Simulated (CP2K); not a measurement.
Set up this calculation in CP2K 2026.2, as the native input.

```
Task                                : single point
Functional                          : PBE
Potentials or basis                 : POTENTIAL_UZH In GTH-PBE-q13; TZVP-MOLOPT-PBE-GTH basis
Density cutoff                      : 9184 eV
k mesh                              : 11 × 11 × 11
Occupations                         : fermi-dirac, width 0.05 eV
Spin                                : no spin polarisation
SCF solver                          : diagonalisation with k points
Quickstep method                    : GPW
EPS_DEFAULT                         : 1.0E-9
EPS_SCF                             : 1.0E-6
MAX_SCF                             : 100
SCF_GUESS                           : ATOMIC
k points reduced by the point group : yes
Mesh centred on Gamma               : yes
CHOLESKY                            : OFF
EPS_EIGVAL                          : 1.0E-7
MIXING METHOD                       : BROYDEN_MIXING
MIXING ALPHA                        : 0.4
NBUFFER                             : 8
NGRIDS                              : 5
Basis sets                          : In TZVP-MOLOPT-PBE-GTH-q13
Potentials                          : In GTH-PBE-q13 of POTENTIAL_UZH
ADDED_MOS                           : [8]
REL_CUTOFF (Ry)                     : 60 Ry
MIXING BETA (1/bohr)                : 1.5 1/bohr
CUTOFF of the grids                 : 675 Ry
```

The system is In.

```
In
1.0
     3.37691    0.00000    0.00000
     0.24723    3.36784    0.00000
    -1.81207   -1.68392    2.29876
In
1
Direct
  0.00000 0.00000 0.00000
```

The input as run:

in_scf.inp

```
&GLOBAL
  PROJECT in_scf
  RUN_TYPE ENERGY_FORCE
  PRINT_LEVEL LOW
&END GLOBAL
&FORCE_EVAL
  METHOD QS
  STRESS_TENSOR ANALYTICAL
  &DFT
    BASIS_SET_FILE_NAME BASIS_MOLOPT_UZH
    POTENTIAL_FILE_NAME POTENTIAL_UZH
    &MGRID
      CUTOFF 675
      REL_CUTOFF 60
      NGRIDS 5
    &END MGRID
    &QS
      METHOD GPW
      EPS_DEFAULT 1.0E-9
    &END QS
    &KPOINTS
      SCHEME MONKHORST-PACK 11 11 11
      GAMMA_CENTERED T
      SYMMETRY T
      SYMMETRY_BACKEND SPGLIB
    &END KPOINTS
    &SCF
      SCF_GUESS ATOMIC
      EPS_SCF 1.0E-6
      MAX_SCF 100
      ADDED_MOS 8
      CHOLESKY OFF
      EPS_EIGVAL 1.0E-7
      &DIAGONALIZATION ON
        ALGORITHM STANDARD
      &END DIAGONALIZATION
      &MIXING ON
        METHOD BROYDEN_MIXING
        ALPHA 0.4
        BETA 1.5
        NBUFFER 8
      &END MIXING
      &SMEAR ON
        METHOD FERMI_DIRAC
        ELECTRONIC_TEMPERATURE 580.23
      &END SMEAR
    &END SCF
    &XC
      &XC_FUNCTIONAL PBE
      &END XC_FUNCTIONAL
    &END XC
    &PRINT
      &KPOINTS ON
      &END KPOINTS
      &MULLIKEN ON
      &END MULLIKEN
      &MO ON
        ENERGIES T
        OCCUPATION_NUMBERS T
        &EACH
          QS_SCF 0
        &END EACH
        ADD_LAST NUMERIC
      &END MO
      &E_DENSITY_CUBE ON
        STRIDE 1
      &END E_DENSITY_CUBE
      &V_HARTREE_CUBE ON
        STRIDE 1
      &END V_HARTREE_CUBE
      &ELF_CUBE ON
        STRIDE 1
      &END ELF_CUBE
    &END PRINT
  &END DFT
  &SUBSYS
    &CELL
      A 3.3769064440 0.0000000000 0.0000000000
      B 0.2472340475 3.3678438885 0.0000000000
      C -1.8120702458 -1.6839219443 2.2987617192
      PERIODIC XYZ
    &END CELL
    &COORD
      SCALED
      In  0.0000000000 0.0000000000 0.0000000000
    &END COORD
    &KIND In
      BASIS_SET TZVP-MOLOPT-PBE-GTH-q13
      POTENTIAL GTH-PBE-q13
    &END KIND
    &PRINT
      &ATOMIC_COORDINATES ON
      &END ATOMIC_COORDINATES
      &CELL ON
      &END CELL
    &END PRINT
  &END SUBSYS
  &PRINT
    &FORCES ON
    &END FORCES
    &STRESS_TENSOR ON
    &END STRESS_TENSOR
  &END PRINT
&END FORCE_EVAL
```

Potentials or basis: POTENTIAL_UZH In GTH-PBE-q13; TZVP-MOLOPT-PBE-GTH basis.

Command:

```bash
$ OMP_NUM_THREADS=1 cp2k.psmp -i in_scf.inp -o in_scf.out
```

It gave:

| Item | Value |
| --- | --- |
| Pressure | 2.3 GPa |
| Band gap on the k mesh | none (metal or under the smearing width) |

Caveat: the basis of atomic orbitals isn't converged, which shifts pressures, moduli and gaps.

It took 110 s on 1 thread of Arm Neoverse V1 (shared host), peak memory 0.33 GiB.
